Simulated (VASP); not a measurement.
WS2:

```xyz
3
Lattice="1.5790 0.9116 6.1633 -1.5790 0.9116 6.1633 0.0000 -1.8233 6.1633" Properties=species:S:1:pos:R:3 pbc="T T T"
W     0.0000    0.0000    0.0000
S     0.0000    0.0000    4.6170
S     0.0000    0.0000    7.7473
```

Measurements of this composition are mostly on another form, of space group No. 194.

```yaml
Program: VASP 6.6.1
Task: relaxation of cell and atoms
Functional: PBEsol
Dispersion: D3(BJ)
Potentials_or_basis: VASP PAW PBE potentials, release 64 (W_sv, S)
Cutoff: 520 eV
k_mesh: 3 × 3 × 3
Occupations: gaussian, width 0.02 eV
Spin: no spin polarisation
```

At the start: pressure -3.9 GPa; volume 17.74 Å³/atom.

**Question.** Where does the relaxation end?

**Answer.** Over 26 steps the energy falls by 9.0 meV/atom and the volume is 16.96 Å³/atom (-4.4 %); space group R3m (No. 160, to 0.05 Å).

The path:
| step | energy change (eV) | largest force (eV/Å) | pressure (GPa) | volume (Å³) |
| --- | --- | --- | --- | --- |
| 1 | 0.0000 | 0.5969 | -3.90 | 53.23 |
| 2 | 0.0674 | 1.7526 | 9.55 | 49.97 |
| 3 | -0.0192 | 0.2664 | 0.00 | 52.15 |
| 4 | -0.0192 | 0.2708 | 0.08 | 52.13 |
| 5 | -0.0205 | 0.2497 | -0.47 | 52.05 |
| 6 | -0.0208 | 0.1509 | -0.30 | 52.07 |
| 7 | -0.0226 | 0.0763 | -0.24 | 51.84 |
| 8 | -0.0242 | 0.1356 | -0.04 | 51.18 |
| 9 | -0.0250 | 0.1144 | 0.10 | 51.05 |
| 10 | -0.0261 | 0.0618 | 0.48 | 50.72 |
| 11 | -0.0262 | 0.0475 | 0.61 | 50.60 |
| 12 | -0.0267 | 0.0429 | 0.18 | 50.72 |
| 13 | -0.0269 | 0.0615 | -0.16 | 50.81 |
| 14 | -0.0270 | 0.0265 | -0.03 | 50.81 |
| 15 | -0.0270 | 0.0150 | 0.02 | 50.80 |
| 16 | -0.0270 | 0.0137 | 0.02 | 50.80 |
| 17 | -0.0270 | 0.0095 | 0.02 | 50.81 |
| 18 | -0.0270 | 0.0220 | 0.00 | 50.82 |
| 19 | -0.0270 | 0.0160 | 0.00 | 50.82 |
| 20 | -0.0270 | 0.0151 | 0.01 | 50.82 |
| 21 | -0.0270 | 0.0136 | 0.02 | 50.83 |
| 22 | -0.0270 | 0.0110 | 0.04 | 50.85 |
| 23 | -0.0270 | 0.0160 | 0.09 | 50.90 |
| 24 | -0.0270 | 0.0102 | 0.06 | 50.87 |
| 25 | -0.0270 | 0.0044 | -0.03 | 50.90 |
| 26 | -0.0270 | 0.0013 | 0.00 | 50.89 |

Final structure:
```
CELL_PARAMETERS angstrom
1.56743 0.90496 5.97962
-1.56743 0.90496 5.97962
0.00000 -1.80992 5.97962
ATOMIC_POSITIONS crystal
W 0.00065 0.00065 0.00065
S 0.24734 0.24734 0.24734
S 0.42071 0.42071 0.42071
```

Caveat: the k mesh is coarse (spacing up to 0.77 Å⁻¹), so the values aren't converged; the PAW data sets were made with another functional, which shifts forces and pressure a little.
